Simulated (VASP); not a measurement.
# In2O3 (Ia-3) in VASP: a series of runs

The runs below take In2O3 through relaxation of cell and atoms, with PBEsol.

Program: VASP 6.6.1. These are calculated values, not measurements. Logs are shortened: lines on timing, memory, paths and dates and some standing lists are left out, and cuts for length are marked.

**1. The structure**

It takes space group Ia-3 (No. 206, cubic). Conventional cell: a = 10.140 Å, b = 10.140 Å, c = 10.140 Å, α = 90.00°, β = 90.00°, γ = 90.00°. Around In (site symmetry 2) lie 6 O at 2.15 to 2.19 Å. In (site symmetry -3) has 6 O at 2.18 Å as nearest neighbours. Around O (site symmetry 1) lie 4 In at 2.15 to 2.19 Å.

**2. Relaxation of cell and atoms, PBEsol**

Contents of INCAR:

```
SYSTEM = In2O3
PREC = Accurate ; ENCUT = 600
EDIFF = 1E-6 ; ISMEAR = 0
SIGMA = 0.03 ; LREAL = Auto
LASPH = .TRUE. ; NELM = 80
ALGO = Normal ; ISIF = 3
LWAVE = .FALSE. ; LCHARG = .FALSE.
GGA = PS ; IBRION = 2
NSW = 90 ; EDIFFG = -0.01
KPAR = 8
```

Contents of KPOINTS:

```
regular mesh
0
G
  4 4 4
  0 0 0
```

Contents of POSCAR:

```
In2O3
1.0
   -5.0700000000      5.0700000000      5.0700000000
    5.0700000000     -5.0700000000      5.0700000000
    5.0700000000      5.0700000000     -5.0700000000
In O
16 24
Direct
    0.2500000000      0.2200000000      0.9700000000
    0.7500000000      0.2800000000      0.5300000000
    0.9700000000      0.2500000000      0.2200000000
    0.5300000000      0.7500000000      0.2800000000
    0.2200000000      0.9700000000      0.2500000000
    0.2800000000      0.5300000000      0.7500000000
    0.7500000000      0.7800000000      0.0300000000
    0.2500000000      0.7200000000      0.4700000000
    0.0300000000      0.7500000000      0.7800000000
    0.4700000000      0.2500000000      0.7200000000
    0.7800000000      0.0300000000      0.7500000000
    0.7200000000      0.4700000000      0.2500000000
    0.5000000000      0.5000000000      0.5000000000
    0.5000000000      0.0000000000      0.0000000000
    0.0000000000      0.5000000000      0.0000000000
    0.0000000000      0.0000000000      0.5000000000
    0.5250000000      0.7650000000      0.5300000000
    0.7350000000      0.9950000000      0.9700000000
    0.9750000000      0.5050000000      0.2400000000
    0.7650000000      0.7350000000      0.2600000000
    0.5300000000      0.5250000000      0.7650000000
    0.9700000000      0.7350000000      0.9950000000
    0.2400000000      0.9750000000      0.5050000000
    0.2600000000      0.7650000000      0.7350000000
    0.7650000000      0.5300000000      0.5250000000
    0.9950000000      0.9700000000      0.7350000000
    0.5050000000      0.2400000000      0.9750000000
    0.7350000000      0.2600000000      0.7650000000
    0.4750000000      0.2350000000      0.4700000000
    0.2650000000      0.0050000000      0.0300000000
    0.0250000000      0.4950000000      0.7600000000
    0.2350000000      0.2650000000      0.7400000000
    0.4700000000      0.4750000000      0.2350000000
    0.0300000000      0.2650000000      0.0050000000
    0.7600000000      0.0250000000      0.4950000000
    0.7400000000      0.2350000000      0.2650000000
    0.2350000000      0.4700000000      0.4750000000
    0.0050000000      0.0300000000      0.2650000000
    0.4950000000      0.7600000000      0.0250000000
    0.2650000000      0.7400000000      0.2350000000
```

Potentials or basis: VASP PAW PBE potentials, release 64 (In_d, O).

Launch:

```sh
$ cat potpaw_PBE.64/In_d/POTCAR potpaw_PBE.64/O/POTCAR > POTCAR
$ mpirun -np 8 vasp_std > vasp.out
```

OUTCAR:

```text
SYSTEM = In2O3
   PREC = Accurate
   ENCUT = 600
   EDIFF = 1E-6
   ISMEAR = 0
   LREAL = Auto
   LASPH = .TRUE.
   NELM = 80
   ISIF = 3
   GGA = PS
   IBRION = 2
   NSW = 90
   EDIFFG = -0.01

 ion  position               nearest neighbor table
   1  0.250  0.220  0.970-  30 2.15  32 2.15  26 2.17  27 2.17  33 2.19  34 2.19  14 3.38  16 3.38
                             9 3.39  10 3.39  11 3.39  12 3.39  15 3.81  13 3.81   3 3.82   5 3.82
   2  0.750  0.280  0.530-  29 2.15  31 2.15  25 2.17  28 2.17  35 2.19  36 2.19  13 3.38  15 3.38
                             9 3.39  10 3.39  11 3.39  12 3.39  16 3.81  14 3.81   6 3.82   3 3.82
   3  0.970  0.250  0.220-  34 2.15  36 2.15  18 2.17  19 2.17  37 2.19  38 2.19  14 3.38  15 3.38
                             7 3.39   8 3.39  11 3.39  12 3.39  13 3.81  16 3.81   1 3.82   2 3.82
   4  0.530  0.750  0.280-  33 2.15  35 2.15  17 2.17  20 2.17  39 2.19  40 2.19  13 3.38  16 3.38
                            12 3.39   7 3.39   8 3.39  11 3.39  14 3.81  15 3.81   6 3.82   1 3.82
   5  0.220  0.970  0.250-  38 2.15  40 2.15  22 2.17  23 2.17  29 2.19  30 2.19  15 3.38  16 3.38
                             7 3.39   8 3.39   9 3.39  10 3.39  13 3.81  14 3.81   1 3.82   3 3.82
   6  0.280  0.530  0.750-  37 2.15  39 2.15  21 2.17  24 2.17  31 2.19  32 2.19  13 3.38  14 3.38
                            10 3.39   7 3.39   8 3.39   9 3.39  15 3.81  16 3.81   4 3.82   3 3.82
   7  0.750  0.780  0.030-  18 2.15  20 2.15  38 2.17  39 2.17  21 2.19  22 2.19  14 3.38  16 3.38
                             3 3.39   4 3.39   5 3.39   6 3.39  15 3.81  13 3.81  11 3.82  12 3.82
   8  0.250  0.720  0.470-  17 2.15  19 2.15  37 2.17  40 2.17  23 2.19  24 2.19  13 3.38  15 3.38
                             3 3.39   4 3.39   5 3.39   6 3.39  14 3.81  16 3.81  10 3.82  11 3.82
   9  0.030  0.750  0.780-  22 2.15  24 2.15  30 2.17  31 2.17  25 2.19  26 2.19  14 3.38  15 3.38
[... 37 lines left out ...]
  39  0.495  0.760  0.025-   6 2.15   7 2.17  14 2.18   4 2.19
  40  0.265  0.740  0.235-   5 2.15   8 2.17  15 2.18   4 2.19

  LATTYP: Found a body centered cubic cell.
 ALAT       =    10.1400000000

  Lattice vectors:

 A1 = (  -5.0700000000,   5.0700000000,   5.0700000000)
 A2 = (   5.0700000000,  -5.0700000000,   5.0700000000)
 A3 = (   5.0700000000,   5.0700000000,  -5.0700000000)

Analysis of symmetry for initial positions (statically):
=====================================================================
 Subroutine PRICEL returns:
 Original cell was already a primitive cell.

 Routine SETGRP: Setting up the symmetry group for a
 body centered cubic supercell.

 Subroutine GETGRP returns: Found 24 space group operations
 (whereof  6 operations were pure point group operations)
 out of a pool of 48 trial point group operations.

The static configuration has the point symmetry S_6 .
 The point group associated with its full space group is T_h .

Analysis of symmetry for dynamics (positions and initial velocities):
=====================================================================
 Subroutine PRICEL returns:
 Original cell was already a primitive cell.

[... 204 lines left out ...]
   NGX = 35   NGY = 35   NGZ = 35

--------------------------------------- Ionic step        1  -------------------------------------------

 number of electron     352.0000024 magnetization

 Free energy of the ion-electron system (eV)
  ---------------------------------------------------
  ext. energy  EPLUGINS =         0.00000000
  ---------------------------------------------------
  free energy    TOTEN  =      -236.96663742 eV

  energy without entropy =     -236.96663742  energy(sigma->0) =     -236.96663742

------------------------ aborting loop because EDIFF is reached ----------------------------------------

  FORCE on cell =-STRESS in cart. coord.  units (eV):
  Direction    XX          YY          ZZ          XY          YZ          ZX
  --------------------------------------------------------------------------------------
  -------------------------------------------------------------------------------------
  Total       12.5923161     12.5923161     12.5923161      0.0000000      0.0000000     -0.0000000
  in kB       38.7019038     38.7019038     38.7019038      0.0000000      0.0000000     -0.0000000
  external PRESSURE =      38.7019038 kB  Pullay stress =       0.0000000 kB
[... 203 lines left out ...]
  FREE ENERGIE OF THE ION-ELECTRON SYSTEM (eV)
  ---------------------------------------------------
  free  energy   TOTEN  =      -238.0928299029 eV

  energy  without entropy=     -238.0928299029  energy(sigma->0) =     -238.09282990

[... ionic steps 4 to 17 ...]

--------------------------------------- Ionic step       18  -------------------------------------------

 number of electron     352.0000009 magnetization

------------------------ aborting loop because EDIFF is reached ----------------------------------------
[... 143 lines left out ...]
--------------------------------------- Ionic step       20  -------------------------------------------

 number of electron     352.0000012 magnetization

 Free energy of the ion-electron system (eV)
  ---------------------------------------------------
  ext. energy  EPLUGINS =         0.00000000
  ---------------------------------------------------
  free energy    TOTEN  =      -238.65095806 eV

  energy without entropy =     -238.65095806  energy(sigma->0) =     -238.65095806

 E-fermi :   5.3603     XC(G=0): -11.2209

 val. band max:        5.1979475670   @ k =   0.0000   0.0000   0.0000
 cond. band min:       6.2201303094   @ k =   0.0000   0.0000   0.0000
 fundamental gap:      1.0221827424
 Fermi energy:         5.3603242756

 k-point     1 :       0.0000    0.0000    0.0000
  band No.  band energies     occupation
      1     -12.4787      2.00000
      2     -11.8599      2.00000
      3     -11.8599      2.00000
      4     -11.7851      2.00000
      5     -11.7851      2.00000
      6     -11.7851      2.00000
[... 1517 lines left out ...]
    187      11.6096      0.00000
    188      11.7145      0.00000
 [bands above 188 left out]

------------------------ aborting loop because EDIFF is reached ----------------------------------------

  FORCE on cell =-STRESS in cart. coord.  units (eV):
  Direction    XX          YY          ZZ          XY          YZ          ZX
  --------------------------------------------------------------------------------------
  -------------------------------------------------------------------------------------
  Total        0.0873959      0.0873959      0.0873959      0.0000000     -0.0000000     -0.0000000
  in kB        0.2663360      0.2663360      0.2663360      0.0000000     -0.0000000     -0.0000000
  external PRESSURE =       0.2663360 kB  Pullay stress =       0.0000000 kB
[... 55 lines left out ...]
  FREE ENERGIE OF THE ION-ELECTRON SYSTEM (eV)
  ---------------------------------------------------
  free  energy   TOTEN  =      -238.6509580600 eV

  energy  without entropy=     -238.6509580600  energy(sigma->0) =     -238.65095806

 reached required accuracy - stopping structural energy minimisation
```

OSZICAR:

```text
N       E                     dE             d eps       ncg     rms          rms(c)
DAV:   1     0.672444525496E+04    0.67244E+04   -0.15771E+05  3400   0.262E+03
DAV:   2     0.166975387776E+04   -0.50547E+04   -0.48437E+04  3376   0.794E+02
DAV:   3     0.283028812376E+02   -0.16415E+04   -0.15313E+04  3384   0.357E+02
[... 189 lines left out ...]
DAV:   3    -0.238650960115E+03    0.16235E-03   -0.52579E-04  4696   0.133E-01    0.399E-02
DAV:   4    -0.238650949109E+03    0.11006E-04   -0.12824E-04  5000   0.652E-02    0.277E-02
DAV:   5    -0.238650954106E+03   -0.49967E-05   -0.41576E-05  3680   0.260E-02    0.234E-02
DAV:   6    -0.238650958318E+03   -0.42122E-05   -0.22926E-06  2688   0.156E-02    0.378E-03
DAV:   7    -0.238650958060E+03    0.25806E-06   -0.15892E-06  2088   0.101E-02
  20 F= -.23865096E+03 E0= -.23865096E+03  d E =-.131686E-03
```

Wall time 77 min (8 MPI ranks of Intel Xeon Platinum 8488C (Sapphire Rapids), shared host); peak memory 1.2 GiB.

What came out:

* Free energy: -238.6510 eV
* Relaxed volume: 13.14 Å³/atom
* Relaxed cell: a = 8.806 Å, b = 8.806 Å, c = 8.806 Å, α = 109.47°, β = 109.47°, γ = 109.47°
* Space group after relaxing (to 0.05 Å): Ia-3 (No. 206)
* Energy gained by relaxing: 42.1 meV/atom
* Ionic steps: 20
* Pressure after relaxing: 0.0 GPa
* Largest force after relaxing: 0.007 eV/Å
* Band gap on the k mesh: 1.02 eV, direct

Forces in eV/Å, atoms in the order of the input:
```
In  -0.005  0.000  0.000
In   0.005  0.000  0.000
In   0.000 -0.005  0.000
In   0.000  0.005  0.000
In   0.000  0.000 -0.005
In   0.000  0.000  0.005
In   0.005  0.000  0.000
In  -0.005  0.000  0.000
In   0.000  0.005  0.000
In   0.000 -0.005  0.000
In   0.000  0.000  0.005
In   0.000  0.000 -0.005
In   0.000  0.000  0.000
In   0.000  0.000  0.000
In   0.000  0.000  0.000
In   0.000  0.000  0.000
O   -0.005 -0.004 -0.003
O    0.005  0.004 -0.003
O   -0.005  0.004  0.003
O    0.005 -0.004  0.003
O   -0.003 -0.005 -0.004
O   -0.003  0.005  0.004
O    0.003 -0.005  0.004
O    0.003  0.005 -0.004
O   -0.004 -0.003 -0.005
O    0.004 -0.003  0.005
O    0.004  0.003 -0.005
O   -0.004  0.003  0.005
O    0.005  0.004  0.003
O   -0.005 -0.004  0.003
O    0.005 -0.004 -0.003
O   -0.005  0.004 -0.003
O    0.003  0.005  0.004
O    0.003 -0.005 -0.004
O   -0.003  0.005 -0.004
O   -0.003 -0.005  0.004
O    0.004  0.003  0.005
O   -0.004  0.003 -0.005
O   -0.004 -0.003  0.005
O    0.004 -0.003 -0.005
```

The path:
```
step  energy change (eV)  largest force (eV/Å)  pressure (GPa)  volume (Å³)
   1              0.0000                1.3425            3.87       521.30
   2             -1.0650                0.4044           -5.19       545.41
   3             -1.1262                0.4202           -3.70       540.63
   4             -1.4886                0.5346            0.73       523.99
   5             -1.4908                0.5091            0.47       525.05
   6             -1.6135                0.2442            0.42       524.56
   7             -1.6443                0.1589            0.43       524.08
   8             -1.6446                0.1457            0.45       524.13
   9             -1.6635                0.0767           -0.53       527.16
  10             -1.6635                0.0766           -0.52       527.18
  11             -1.6745                0.0674            0.11       525.12
  12             -1.6747                0.0706            0.17       524.90
  13             -1.6811                0.0390            0.15       525.20
  14             -1.6834                0.0339            0.13       525.46
  15             -1.6835                0.0317            0.11       525.53
  16             -1.6838                0.0112           -0.22       526.58
  17             -1.6842                0.0126           -0.10       526.14
  18             -1.6842                0.0149           -0.07       526.10
  19             -1.6842                0.0121           -0.08       526.12
  20             -1.6843                0.0074            0.03       525.74
```

Final structure:
```
In O
1.0
    -5.08437    5.08437    5.08437
     5.08437   -5.08437    5.08437
     5.08437    5.08437   -5.08437
In O
16 24
Direct
  0.25000 0.21594 0.96594
  0.75000 0.28406 0.53406
  0.96594 0.25000 0.21594
  0.53406 0.75000 0.28406
  0.21594 0.96594 0.25000
  0.28406 0.53406 0.75000
  0.75000 0.78406 0.03406
  0.25000 0.71594 0.46594
  0.03406 0.75000 0.78406
  0.46594 0.25000 0.71594
  0.78406 0.03406 0.75000
  0.71594 0.46594 0.25000
  0.50000 0.50000 0.50000
  0.50000 0.00000 0.00000
  0.00000 0.50000 0.00000
  0.00000 0.00000 0.50000
  0.53675 0.77223 0.54465
  0.72758 0.99210 0.95535
  0.96325 0.50790 0.23547
  0.77242 0.72777 0.26453
  0.54465 0.53675 0.77223
  0.95535 0.72758 0.99210
  0.23547 0.96325 0.50790
  0.26453 0.77242 0.72777
  0.77223 0.54465 0.53675
  0.99210 0.95535 0.72758
  0.50790 0.23547 0.96325
  0.72777 0.26453 0.77242
  0.46325 0.22777 0.45535
  0.27242 0.00790 0.04465
  0.03675 0.49210 0.76453
  0.22758 0.27223 0.73547
  0.45535 0.46325 0.22777
  0.04465 0.27242 0.00790
  0.76453 0.03675 0.49210
  0.73547 0.22758 0.27223
  0.22777 0.45535 0.46325
  0.00790 0.04465 0.27242
  0.49210 0.76453 0.03675
  0.27223 0.73547 0.22758
```

Levels at points of the mesh, in eV from the valence-band top:
```
           k point  band 174  band 175  band 176  band 177  band 178  band 179
(0.00, 0.00, 0.00)      0.00      0.00      0.00      1.02      5.37      5.37
(0.50, 0.00, 0.00)     -0.15     -0.03     -0.03      3.12      3.12      4.85
(0.50, 0.50, 0.50)     -0.23     -0.23     -0.16      4.00      4.00      4.00
```

Caveat: the PAW data sets were made with another functional, which shifts forces and pressure a little; spin-orbit coupling is left out, which moves the levels of the heavy elements.

[end of part 1 of 2]
